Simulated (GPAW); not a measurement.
# AlN (P6_3mc) in GPAW: convergence with empty bands an atom in the response

Aim: find how far empty bands an atom in the response must go before the results for AlN settle, at LDA. This setting moves, with any that are tied to it; all else stays.

Everything below comes from runs of GPAW 26.7.0. Logs are shortened: lines on timing, memory, paths and dates and some standing lists are left out, and cuts for length are marked. The log counts tension as positive stress, the text compression.

## (1) The structure

It takes space group P6_3mc (No. 186, hexagonal). Conventional cell: a = 3.113 Å, b = 3.113 Å, c = 4.981 Å, α = 90.00°, β = 90.00°, γ = 120.00°. Al (site symmetry 3m) has 4 N at 1.89 Å as nearest neighbours. Around N (site symmetry 3m) lie 4 Al at 1.89 Å.

## (2) With empty bands an atom in the response 2

File run.py:

```python
import numpy as np
from ase.dft.bandgap import bandgap
from ase.io import read, write
from gpaw import GPAW, PW
from gpaw.response.df import DielectricFunction

atoms = read('POSCAR')

calc = GPAW(mode=PW(600),
            xc='LDA',
            kpts={'size': (8, 8, 5), 'gamma': True},
            occupations={'name': 'fermi-dirac', 'width': 0.001},
            nbands=18,
            convergence={'density': 1e-06},
            maxiter=150,
            txt='gpaw.txt')
atoms.calc = calc
energy = atoms.get_potential_energy()
calc.write('gs.gpw')
write('result.traj', atoms)
print(f'Energy: {energy:.6f} eV')
print('Fermi level:', round(calc.get_fermi_level(), 4), 'eV')
print(f'Gap: {bandgap(calc)[0]:.4f} eV, direct: {bandgap(calc, direct=True)[0]:.4f} eV')

for size in [(12, 12, 7)]:
    name = 'x'.join(str(n) for n in size)
    dense = calc.fixed_density(kpts={'size': size, 'gamma': True},
                               nbands=22, convergence={'bands': 16, 'eigenstates': 1e-7},
                               update_fermi_level=True, txt=f'dense-{name}.txt')
    dense.write(f'{name}.gpw', mode='all')
    df = DielectricFunction(f'{name}.gpw', frequencies=np.array([0.0]), hilbert=False, eta=0.001,
                            ecut=80, nbands=16, intraband=False, txt=f'df-{name}.txt')
    for xc in ['RPA']:
        for direction in ['x', 'y', 'z', [0, 1, 1], [1, 0, 1], [1, 1, 0]]:
            e0, e = df.get_macroscopic_dielectric_constant(xc=xc, direction=direction)
            print(f'{name} {xc} {direction}: {e0:.4f} without, {e:.4f} with local fields')
```

File POSCAR:

```
AlN
1.0
    3.1130000000      0.0000000000      0.0000000000
   -1.5565000000      2.6959370820      0.0000000000
    0.0000000000      0.0000000000      4.9810000000
Al N
2 2
Direct
    0.6666666667      0.3333333333      0.5000000000
    0.3333333333      0.6666666667      0.0000000000
    0.6666666667      0.3333333333      0.8800000000
    0.3333333333      0.6666666667      0.3800000000
```

Potentials or basis: the program's PAW data sets (release 1.2.1) made for this functional, pw.

Started as:

```console
$ OMP_NUM_THREADS=1 python run.py
```

gpaw.txt:

```text
__  _  _
 | _ |_)|_||  |
 |__||  | ||/\| - 26.7.0

Input parameters:
  mode=PW(ecut=600.0),
  convergence={'density': 1e-06},
  kpts=MonkhorstPack(size=(8, 8, 5), gamma=True),
  maxiter=150,
  nbands=18,
  occupations=Occupations(name='fermi-dirac', width=0.001),
  xc=XC(name='LDA')

Diagonalizing LCAO Hamiltonian
Converting LCAO to pw mode

           N

           Al
        N

        Al

Atoms  # Å, Bohr magnetons
|   | symbol |         x |        y |        z |    initial magnetic moments |
|---|--------|-----------|----------|----------|-----------------------------|
| 0 |     Al |  1.556500 | 0.898646 | 2.490500 | ( 0.0000,  0.0000,  0.0000) |
| 1 |     Al | -0.000000 | 1.797291 | 0.000000 | ( 0.0000,  0.0000,  0.0000) |
| 2 |      N |  1.556500 | 0.898646 | 4.383280 | ( 0.0000,  0.0000,  0.0000) |
| 3 |      N | -0.000000 | 1.797291 | 1.892780 | ( 0.0000,  0.0000,  0.0000) |

Unit cell  # Å
| periodic |         x |        y |        z |  lengths |     angles |
|----------|-----------|----------|----------|----------|------------|
|      yes |  3.113000 | 0.000000 | 0.000000 | 3.113000 |  90.000000 |
|      yes | -1.556500 | 2.695937 | 0.000000 | 3.113000 |  90.000000 |
|      yes |  0.000000 | 0.000000 | 4.981000 | 4.981000 | 120.000000 |

Number of symmetries: 6
Symmetry operations  # r_c * U_cc + t_c -> r_c
|   | kind |            matrix            |
|---|------|------------------------------|
| 0 |  σ   |  1, 1, 0,  0,-1, 0,  0, 0, 1 |
| 1 |  E   |  1, 0, 0,  0, 1, 0,  0, 0, 1 |
| 2 |  C3  |  0, 1, 0, -1,-1, 0,  0, 0, 1 |
| 3 |  σ   |  0,-1, 0, -1, 0, 0,  0, 0, 1 |
| 4 |  σ   | -1, 0, 0,  1, 1, 0,  0, 0, 1 |
| 5 |  C3  | -1,-1, 0,  1, 0, 0,  0, 0, 1 |

BZ-sampling:
  Number of BZ points: 320
  Number of IBZ points: 40

  Monkhorst-Pack size: [8, 8, 5]
  Monkhorst-Pack shift: [0.0625, 0.0625, 0.0]

K-points  # in reciprocal-cell coordinates
|     |                                coordinates |     weight |
|-----|--------------------------------------------|------------|
|   0 | (  0.00000000,   0.00000000,   0.00000000) | 0.00312500 |
|   1 | (  0.00000000,   0.00000000,   0.20000000) | 0.00625000 |
|   2 | (  0.00000000,   0.00000000,   0.40000000) | 0.00625000 |
|   3 | (  0.12500000,   0.00000000,  -0.40000000) | 0.01875000 |
|   4 | (  0.12500000,   0.00000000,  -0.20000000) | 0.01875000 |
|   5 | (  0.12500000,   0.00000000,   0.00000000) | 0.01875000 |
|   6 | (  0.12500000,   0.00000000,   0.20000000) | 0.01875000 |
|   7 | (  0.12500000,   0.00000000,   0.40000000) | 0.01875000 |
|   8 | (  0.25000000,  -0.12500000,   0.00000000) | 0.01875000 |
|   9 | (  0.25000000,  -0.12500000,   0.20000000) | 0.03750000 |
| ... |                                            |            |
|  39 | (  0.50000000,   0.50000000,   0.40000000) | 0.01875000 |

Plane wave coefficients: 1418
Cutoff: 600.0 eV

Spin-components: 1 (collinear spins)
Bands:           18
Projectors:      20
Spin-degeneracy: 2
Datatype:        complex128

Parallelization:
  kpt:    1
  domain: 1
  band:   1

Density:
  Valence electrons: 16.0
  Components: 1
  Grid points: [18 18 30]
  Charge: 0.0  # |e|

Potential:
  Grid points: [18 18 30]

species:
  Al:
    name:    Aluminium
    Z:       13.0
    valence: 3
    core:    10
    charge:  0.0  # [|e|]
    compensation charges:
      type: gauss
      rc: 0.34  # [Å]
      lmax: 2
    cutoffs:
      filter: 1.91  # [Å]
      core: 2.36  # [Å]
    projectors
    | kind |    occ | energy [eV] | rcut [Å] |
    |------|--------|-------------|----------|
    |   3s |  2.000 |      -7.830 |    1.085 |
    |   3p |  1.000 |      -2.783 |    1.085 |
    |    s |        |      19.382 |    1.085 |
    |    p |        |      24.428 |    1.085 |
    |    d |        |       0.000 |    1.085 |

    Using partial waves for Al as LCAO basis

  N:
    name:    Nitrogen
    Z:       7.0
    valence: 5
    core:    2
    charge:  0.0  # [|e|]
    compensation charges:
      type: gauss
      rc: 0.18  # [Å]
      lmax: 2
    cutoffs:
      filter: 1.11  # [Å]
      core: 0.96  # [Å]
    projectors
    | kind |    occ | energy [eV] | rcut [Å] |
    |------|--------|-------------|----------|
    |   2s |  2.000 |     -18.420 |    0.603 |
    |   2p |  3.000 |      -7.237 |    0.529 |
    |    s |        |       8.791 |    0.603 |
    |    p |        |      19.974 |    0.529 |
    |    d |        |       0.000 |    0.577 |

    Using partial waves for N as LCAO basis

Reference energy: -16098.591502  # eV

eigensolver:
  PPCG
  Converge bands: occupied
  niter=2

density mixing:
  MSR1-Mixer
  Pratt-step length: 0.05
  Maximum mixing coefficient: 0.75
  Old densities: 10
  SVD Regularization: 0.005
  Good broyden scale: 1.0
  Trust region scale: 1.0
  Backstep threshold: 4.0
  History deletion threshold: 6.0
  Fourier metric: weight=20.0, sigma=0.015

occupation numbers:
  Fermi-Dirac:
    width: 0.0010  # eV

poisson solver:
  ecut: 4800.0  # eV

xc functional:
  name: None

convergence criteria:
- Maximum integral of absolute [dens]ity change: 1e-06 electrons / valence electron
- Maximum [total energy] change in last 3 cyles: 0.0005 eV / valence electron
- Maximum integral of absolute [eigenst]ate change: 4e-08 eV^2 / valence electron
maximum number of iterations: 150

SCF iterations
|iter     | |      energy | eigst |  dens |
|---------|-|-------------|-------|-------|
|iter:   1| |  -36.638673 | -0.27 |       |
|iter:   2| |  -35.600108 | -2.05 | -0.55 |
|iter:   3| |  -32.525937 | -0.78 | -0.61 |
|iter:   4| |  -32.503004 | -2.97 | -1.25 |
|iter:   5| |  -32.499253 | -3.56 | -1.57 |
|iter:   6| |  -32.499306c| -5.87 | -2.74 |
|iter:   7| |  -32.499316c| -6.57 | -3.15 |
|iter:   8| |  -32.499316c| -7.90c| -4.31 |
|iter:   9| |  -32.499316c| -7.58c| -4.60 |
|iter:  10| |  -32.499316c| -8.56c| -5.12 |
|iter:  11| |  -32.499316c| -9.82c| -6.06c|

Converged in 11 steps
Energy contributions relative to reference atoms: (reference = -16098.591502)

Energy contributions:
  Kinetic:          32.155491
  Coulomb:         -27.307083
  Zero:             -0.041835
  External:          0.000000
  Xc:              -37.305889
  Entropy:          -0.000000
  Spinorbit:         0.000000
  ----------------------------
  Free energy:     -32.499316
  Extrapolated:    -32.499316

dipole moment: (-0.000000, -0.000001, -6.848914)  # |e|*Ang

Fermi level: 6.282
Eigenvalues  # (at kpt = [0.000, 0.000, 0.000])
| band index |      eig [eV] | occ [0-2] |
|------------|---------------|-----------|
|          0 |        -9.184 |     2.000 |
|          1 |        -6.967 |     2.000 |
|          2 |        -0.185 |     2.000 |
|          3 |         5.018 |     2.000 |
|          4 |         5.018 |     2.000 |
|          5 |         5.672 |     2.000 |
[... 8 lines left out ...]
|         14 |        18.817 |     0.000 |
|         15 |        18.817 |     0.000 |
|        ... |               |           |
|         17 |        20.534 |     0.000 |

Gap: 4.245 eV
Transition (v -> c):
  (s=0, k=0, n=7, [0.00, 0.00, 0.00]) -> (s=0, k=0, n=8, [0.00, 0.00, 0.00])
No difference between direct/indirect transitions
# Writing to gs.gpw (mode='')
```

stdout:

```text
Energy: -32.499316 eV
Fermi level: 6.2817 eV
Gap: 4.2451 eV, direct: 4.2451 eV
12x12x7 RPA x: 4.4258 without, 4.1862 with local fields
12x12x7 RPA y: 4.4258 without, 4.1862 with local fields
12x12x7 RPA z: 4.5785 without, 4.3390 with local fields
12x12x7 RPA [0, 1, 1]: 4.5022 without, 4.2626 with local fields
12x12x7 RPA [1, 0, 1]: 4.5022 without, 4.2626 with local fields
12x12x7 RPA [1, 1, 0]: 4.4258 without, 4.1862 with local fields
```

df-12x12x7.txt:

```text
FrequencyGridDescriptor(from 0.000 to 0.000 eV, 1 points)
FrequencyGridDescriptor(from 0.000 to 0.000 eV, 1 points)

Calculating chi0 body with:
    Ground state adapter containing:
    Number of spins: 1
    Number of kpoints: 1008
    Number of irreducible kpoints: 112
    Number of completely occupied states: 8
    Number of partially occupied states: 8

    Linear response parametrization:
    q_c: [0.0, 0.0, 0.0]
    Number of frequency points: 1
    Planewave cutoff: 80.0
    Number of bands: 16
    Number of planewaves: 67
    Broadening (eta): 0.001

Integrating chi0 body.

Symmetries of q_c:
    Direct symmetries (Uq -> q): 6
    Indirect symmetries (TUq -> q): 6
In total 12 allowed symmetries.

Integral kind: response function

Calculating chi0 optical extensions with:
    Ground state adapter containing:
    Number of spins: 1
    Number of kpoints: 1008
    Number of irreducible kpoints: 112
    Number of completely occupied states: 8
    Number of partially occupied states: 8

    Linear response parametrization:
    Number of frequency points: 1
    Planewave cutoff: 80.0
    Number of bands: 16
    Number of planewaves: 67
    Broadening (eta): 0.001
Integrating chi0 head and wings.

Symmetries of q_c:
    Direct symmetries (Uq -> q): 6
    Indirect symmetries (TUq -> q): 6
In total 12 allowed symmetries.

Integral kind: response function wings

Finished calculating chi0
```

Wall time 70 s (1 thread of Arm Neoverse V1, shared host); peak memory 0.36 GiB.

What came out:

```
Free energy                             : -32.4993 eV
Band gap on the k mesh                  : 4.25 eV, direct
Electronic dielectric tensor (diagonal) : 4.19, 4.19, 4.34
```

## (3) With empty bands an atom in the response 3

run.py, as its differences from that of step 2:

```diff
@@ -27,3 +27,3 @@
     dense = calc.fixed_density(kpts={'size': size, 'gamma': True},
-                               nbands=22, convergence={'bands': 16, 'eigenstates': 1e-7},
+                               nbands=26, convergence={'bands': 20, 'eigenstates': 1e-7},
                                update_fermi_level=True, txt=f'dense-{name}.txt')
@@ -31,3 +31,3 @@
     df = DielectricFunction(f'{name}.gpw', frequencies=np.array([0.0]), hilbert=False, eta=0.001,
-                            ecut=80, nbands=16, intraband=False, txt=f'df-{name}.txt')
+                            ecut=80, nbands=20, intraband=False, txt=f'df-{name}.txt')
     for xc in ['RPA']:
```

POSCAR is that of step 2.

Potentials or basis: the program's PAW data sets (release 1.2.1) made for this functional, pw.

Started as:

```console
$ OMP_NUM_THREADS=1 python run.py
```

It took 98 s on 1 thread of Arm Neoverse V1, shared host; peak memory 0.37 GiB.

Results:

```yaml
Free_energy: -32.4993 eV
Band_gap_on_the_k_mesh: 4.25 eV, direct
Electronic_dielectric_tensor_diagonal: 4.26, 4.26, 4.43
```

## (4) With empty bands an atom in the response 5

run.py, as its differences from that of step 3:

```diff
@@ -27,3 +27,3 @@
     dense = calc.fixed_density(kpts={'size': size, 'gamma': True},
-                               nbands=26, convergence={'bands': 20, 'eigenstates': 1e-7},
+                               nbands=34, convergence={'bands': 28, 'eigenstates': 1e-7},
                                update_fermi_level=True, txt=f'dense-{name}.txt')
@@ -31,3 +31,3 @@
     df = DielectricFunction(f'{name}.gpw', frequencies=np.array([0.0]), hilbert=False, eta=0.001,
-                            ecut=80, nbands=20, intraband=False, txt=f'df-{name}.txt')
+                            ecut=80, nbands=28, intraband=False, txt=f'df-{name}.txt')
     for xc in ['RPA']:
```

POSCAR is that of step 3.

Started as:

```console
$ OMP_NUM_THREADS=1 python run.py
```

Wall time 2.2 min (1 thread of Arm Neoverse V1, shared host); peak memory 0.39 GiB.

What came out:

| Property | Result |
| --- | --- |
| Free energy | -32.4993 eV |
| Band gap on the k mesh | 4.25 eV, direct |
| Electronic dielectric tensor (diagonal) | 4.28, 4.28, 4.45 |

## (5) With empty bands an atom in the response 8

run.py, as its differences from that of step 4:

```diff
@@ -27,3 +27,3 @@
     dense = calc.fixed_density(kpts={'size': size, 'gamma': True},
-                               nbands=34, convergence={'bands': 28, 'eigenstates': 1e-7},
+                               nbands=46, convergence={'bands': 40, 'eigenstates': 1e-7},
                                update_fermi_level=True, txt=f'dense-{name}.txt')
@@ -31,3 +31,3 @@
     df = DielectricFunction(f'{name}.gpw', frequencies=np.array([0.0]), hilbert=False, eta=0.001,
-                            ecut=80, nbands=28, intraband=False, txt=f'df-{name}.txt')
+                            ecut=80, nbands=40, intraband=False, txt=f'df-{name}.txt')
     for xc in ['RPA']:
```

POSCAR is that of step 4.

Started as:

```console
$ OMP_NUM_THREADS=1 python run.py
```

Run time: 3.5 min. Hardware: 1 thread of Arm Neoverse V1, shared host; peak memory 0.43 GiB.

The run converged. Its results:

* Free energy: -32.4993 eV
* Band gap on the k mesh: 4.25 eV, direct
* Electronic dielectric tensor (diagonal): 4.28, 4.28, 4.45

## (6) With empty bands an atom in the response 12

run.py, as its differences from that of step 5:

```diff
@@ -27,3 +27,3 @@
     dense = calc.fixed_density(kpts={'size': size, 'gamma': True},
-                               nbands=46, convergence={'bands': 40, 'eigenstates': 1e-7},
+                               nbands=62, convergence={'bands': 56, 'eigenstates': 1e-7},
                                update_fermi_level=True, txt=f'dense-{name}.txt')
@@ -31,3 +31,3 @@
     df = DielectricFunction(f'{name}.gpw', frequencies=np.array([0.0]), hilbert=False, eta=0.001,
-                            ecut=80, nbands=40, intraband=False, txt=f'df-{name}.txt')
+                            ecut=80, nbands=56, intraband=False, txt=f'df-{name}.txt')
     for xc in ['RPA']:
```

POSCAR is that of step 5.

Potentials or basis: the program's PAW data sets (release 1.2.1) made for this functional, pw.

Started as:

```console
$ OMP_NUM_THREADS=1 python run.py
```

Wall time 5.6 min (1 thread of Arm Neoverse V1, shared host); peak memory 0.47 GiB.

Results (log left out):

| Item | Value |
| --- | --- |
| Free energy | -32.4993 eV |
| Band gap on the k mesh | 4.25 eV, direct |
| Electronic dielectric tensor (diagonal) | 4.28, 4.28, 4.46 |

## (7) With empty bands an atom in the response 18

run.py, as its differences from that of step 6:

```diff
@@ -27,3 +27,3 @@
     dense = calc.fixed_density(kpts={'size': size, 'gamma': True},
-                               nbands=62, convergence={'bands': 56, 'eigenstates': 1e-7},
+                               nbands=86, convergence={'bands': 80, 'eigenstates': 1e-7},
                                update_fermi_level=True, txt=f'dense-{name}.txt')
@@ -31,3 +31,3 @@
     df = DielectricFunction(f'{name}.gpw', frequencies=np.array([0.0]), hilbert=False, eta=0.001,
-                            ecut=80, nbands=56, intraband=False, txt=f'df-{name}.txt')
+                            ecut=80, nbands=80, intraband=False, txt=f'df-{name}.txt')
     for xc in ['RPA']:
```

POSCAR is that of step 6.

Started as:

```console
$ OMP_NUM_THREADS=1 python run.py
```

Wall time 9.6 min (1 thread of Arm Neoverse V1, shared host); peak memory 0.54 GiB.

Results (log left out):

| Property | Result |
| --- | --- |
| Free energy | -32.4993 eV |
| Band gap on the k mesh | 4.25 eV, direct |
| Electronic dielectric tensor (diagonal) | 4.28, 4.28, 4.46 |

## (8) With empty bands an atom in the response 26

run.py, as its differences from that of step 7:

```diff
@@ -27,3 +27,3 @@
     dense = calc.fixed_density(kpts={'size': size, 'gamma': True},
-                               nbands=86, convergence={'bands': 80, 'eigenstates': 1e-7},
+                               nbands=118, convergence={'bands': 112, 'eigenstates': 1e-7},
                                update_fermi_level=True, txt=f'dense-{name}.txt')
@@ -31,3 +31,3 @@
     df = DielectricFunction(f'{name}.gpw', frequencies=np.array([0.0]), hilbert=False, eta=0.001,
-                            ecut=80, nbands=80, intraband=False, txt=f'df-{name}.txt')
+                            ecut=80, nbands=112, intraband=False, txt=f'df-{name}.txt')
     for xc in ['RPA']:
```

POSCAR is that of step 7.

Started as:

```console
$ OMP_NUM_THREADS=1 python run.py
```

It took 17 min on 1 thread of Arm Neoverse V1, shared host; peak memory 0.63 GiB.

Results (log left out):

```
Free energy                             : -32.4993 eV
Band gap on the k mesh                  : 4.25 eV, direct
Electronic dielectric tensor (diagonal) : 4.28, 4.28, 4.46
```

## (9) The series at a glance

| empty bands an atom in the response | dielectric constant | SCF cycles | CPU time (s) | peak memory (GiB) |
| --- | --- | --- | --- | --- |
| 2 | 4.237 | 11 | 70 | 0.36 |
| 3 | 4.314 | 11 | 98 | 0.37 |
| 5 | 4.333 | 11 | 130 | 0.39 |
| 8 | 4.338 | 11 | 210 | 0.43 |
| 12 | 4.341 | 11 | 340 | 0.47 |
| 18 | 4.342 | 11 | 580 | 0.54 |
| 26 | 4.343 | 11 | 1000 | 0.63 |

Against the tightest run, the dielectric constant stays within 0.05 from 3 on. The tightest run that finished is the yardstick and may itself not be fully converged.

Caveats: the long-wavelength limit can be off by a per cent or two; an odd mesh through Γ misses points on the zone boundary, where band edges often lie.
